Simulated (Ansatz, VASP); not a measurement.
# InAs: VASP beside Ansatz, part 3 of 3

Wanted: the spread between two codes on one cell, functional and k mesh. The cell is taken from a series of runs on this material, whose earlier steps may have relaxed, scaled, displaced or heated it; both programs get it as it stands.

VASP 6.6.1 and Ansatz 0.2.0.

So far: The structure; Ansatz: zone-centre phonons, LDA; VASP: zone-centre phonons, LDA.

### Step 3. VASP: zone-centre phonons, LDA (continued)

Level of this step: LDA; plane waves and PAW (As, In_d) (VASP).

Numbers of over 12 decimals in the logs are rounded to 6 here.

Parts of OUTCAR (step 3):

```text
ion  position               nearest neighbor table
   1  0.750  0.750  0.750-   2 2.60   2 2.60   2 2.60   2 2.60
   2  0.000  0.000  0.000-   1 2.60   1 2.60   1 2.60   1 2.60

  LATTYP: Found a body centered tetragonal cell.
 ALAT       =     4.3086139479
 C/A-ratio  =     1.3565409182

 Subroutine GETGRP returns: Found  2 space group operations
 (whereof  2 operations were pure point group operations)

The static configuration has the point symmetry C_1h.

   k-points           NKPTS =   1728   k-points in BZ     NKDIM =   1728   number of bands    NBANDS=     15

   dimension x,y,z NGX =    32 NGY =   32 NGZ =   32
   dimension x,y,z NGXF=    64 NGYF=   64 NGZF=   64

   ENCUT  =  500.0 eV  36.75 Ry    6.06 a.u.   7.70  7.70  7.86*2*pi/ulx,y,z

   NELECT =      18.0000    total number of electrons

 k-points in reciprocal lattice and weights: Points of the shifted mesh
   0.04166667  0.04166667  0.04166667       0.001
   0.04166667  0.04166667  0.12500000       0.001
   0.04166667  0.04166667  0.20833333       0.001
   0.04166667  0.04166667  0.29166667       0.001
   0.04166667  0.04166667  0.37500000       0.001
   0.04166667  0.04166667  0.45833333       0.001
   0.04166667  0.04166667  0.54166667       0.001
   0.04166667  0.04166667  0.62500000       0.001
   0.04166667  0.04166667  0.70833333       0.001
[...]
0.95833333  0.95833333  0.87500000       0.001
   0.95833333  0.95833333  0.95833333       0.001

 average (electrostatic) potential at core
       1 -52.9392       2 -95.9465

  Total        0.0584455      0.0584455      0.5252996     -0.0012517     -0.0025607     -0.0025607
  in kB        1.7260212      1.7260212     15.5132231     -0.0369659     -0.0756228     -0.0756230
  external PRESSURE =       6.3217552 kB  Pullay stress =       0.0000000 kB

  energy-cutoff  :      500.00
  volume of cell :       54.25
      direct lattice vectors                 reciprocal lattice vectors
     0.000000000  3.046650140  2.922405561    -0.164114676  0.164114676  0.171091927
     3.046650140  0.000000000  2.922405561     0.164114676 -0.164114676  0.171091927
     3.046650140  3.046650140  0.000000000     0.164114676  0.164114676 -0.171091927

 POSITION                                       TOTAL-FORCE (eV/Angst)
 -----------------------------------------------------------------------------------
      4.56989      4.56989      4.38357         0.000062      0.000062      0.000000
      0.00009      0.00009      0.00004        -0.000062     -0.000062     -0.000000
 -----------------------------------------------------------------------------------
    total drift:                                0.000009      0.000009      0.000003

 Eigenvectors and eigenvalues of the dynamical matrix
 ----------------------------------------------------

   1 f  =    6.568821 THz    41.273119 2PiTHz  219.112282 cm-1    27.166448 meV
             X         Y         Z           dx          dy          dz
      4.569889  4.569889  4.383573    -0.550786   -0.550786    0.005981
      0.000086  0.000086  0.000036     0.443402    0.443402   -0.004822

   2 f  =    6.564684 THz    41.247127 2PiTHz  218.974294 cm-1    27.149340 meV
             X         Y         Z           dx          dy          dz
      4.569889  4.569889  4.383573     0.550803   -0.550803    0.000000
      0.000086  0.000086  0.000036    -0.443414    0.443414   -0.000000

   3 f  =    6.453242 THz    40.546918 2PiTHz  215.256996 cm-1    26.688454 meV
             X         Y         Z           dx          dy          dz
      4.569889  4.569889  4.383573    -0.004232   -0.004232   -0.778688
      0.000086  0.000086  0.000036     0.003405    0.003405    0.627364

   4 f/i=    0.008277 THz     0.052003 2PiTHz    0.276076 cm-1     0.034229 meV
             X         Y         Z           dx          dy          dz
      4.569889  4.569889  4.383573     0.002205    0.002205   -0.627375
      0.000086  0.000086  0.000036     0.002736    0.002736   -0.778702

   5 f/i=    0.010941 THz     0.068746 2PiTHz    0.364961 cm-1     0.045249 meV
             X         Y         Z           dx          dy          dz
      4.569889  4.569889  4.383573     0.443410    0.443410    0.003116
      0.000086  0.000086  0.000036     0.550795    0.550795    0.003870

   6 f/i=    0.010947 THz     0.068783 2PiTHz    0.365157 cm-1     0.045274 meV
             X         Y         Z           dx          dy          dz
      4.569889  4.569889  4.383573     0.443414   -0.443414    0.000000
      0.000086  0.000086  0.000036     0.550803   -0.550803    0.000000

 ELASTIC MODULI CONTR FROM IONIC RELAXATION (kBar)
 Direction    XX          YY          ZZ          XY          YZ          ZX
 --------------------------------------------------------------------------------
 XX          -0.0015     -0.0000     -0.0003     -0.1429      0.6107     -0.0686
 YY          -0.0000     -0.0015     -0.0003     -0.2229      0.0331      0.5882
 ZZ          -0.0003     -0.0003     -0.0015      0.4856      0.2784      0.3057
 XY          -0.1429     -0.2229      0.4856   -276.4819      2.0847     -0.4251
 YZ           0.6107      0.0331      0.2784      2.0847   -266.1263      1.9167
 ZX          -0.0686      0.5882      0.3057     -0.4251      1.9167   -266.0904
 --------------------------------------------------------------------------------
```

### Step 4. Side by side

Known differences besides the potentials themselves: the two LDA forms differ slightly; the data sets hold 28 valence electrons in Ansatz (on its PAW soft_1 files) and 18 in VASP; the cutoff is 420 eV in Ansatz and 500 eV in VASP; VASP's log shows a relativistic correction to its local exchange, Ansatz's none. Total energies have different zeros and are not compared.

The two programs side by side:

| quantity | Ansatz | VASP | difference |
| --- | --- | --- | --- |
| optical mode 1 (cm⁻¹) | 214.6 | 215.3 | -0.31 % |
| optical mode 2 (cm⁻¹) | 218.3 | 219.0 | -0.33 % |
| optical mode 3 (cm⁻¹) | 218.4 | 219.1 | -0.32 % |

Modes are paired by rising frequency, not by their patterns, so a pair may set unlike modes beside each other; they are those without the splitting of longitudinal modes.

### Step 5. Results

```json
{
 "r.m.s. difference of the optical zone-centre modes, each program's sorted by frequency (zone-centre phonons, LDA)": "0.69 cm⁻¹"
}
```

In words: The r.m.s. difference of the optical zone-centre modes, each program's sorted by frequency is 0.69 cm⁻¹ (zone-centre phonons, LDA). The data sets hold unlike numbers of valence electrons (28 in Ansatz and 18 in VASP), so part of the differences comes from the potentials. Such differences can come from data sets, numerical settings and the points named under the comparisons, not from the functional's error against experiment.

[Lines on the potential files, build, host, timing and source positions are cut from VASP's logs without a mark.]

[Logs are printed without paths, hosts, clocks, repeated set-up lines and the standing remarks that a program may print on its own settings, such as how far it seeks lower states.]

[Hosts, paths, dates, database ids (printed as entryN), source tags and the programs' standing remarks are cut or masked in the printed files.]
